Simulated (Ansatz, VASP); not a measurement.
# One calculation of NaI, two programs

```
CELL_PARAMETERS angstrom
0.00000 3.19742 3.24587
3.19742 0.00000 3.24587
3.19742 3.19742 0.00000
ATOMIC_POSITIONS crystal
Na 0.00000 0.00000 0.00000
I 0.50000 0.50000 0.50000
```

Change from the starting cell: epitaxial_xy strain -1.0%.

Alike in both runs: task single point; functional PBE; k mesh 8 × 8 × 8; occupations fermi-dirac, width 0.02 eV; no spin polarisation.

|  | VASP | Ansatz |
| --- | --- | --- |
| version | VASP 6.6.1 | Ansatz 0.2.0 |
| potentials or method | VASP PAW PBE potentials, release 64 (Na_pv, I) | plane waves, PAW |
| plane-wave cutoff (eV) | 520 | 420 |
| valence electrons in the cell | 14 | 26 |

|  | VASP | Ansatz | Ansatz less VASP |
| --- | --- | --- | --- |
| gap on the k mesh at the Fermi level (eV) | 3.69 | 3.69 | +0.004 |
| pressure (GPa) | 0.8 | 0.8 | -0.03 |
| largest component of the traceless stress (GPa) | 0.28 | 0.28 | -0.002 |

The two sets of potentials don't hold the same shells in valence.

Caveats: spin-orbit coupling is left out, which moves the levels of the heavy elements.
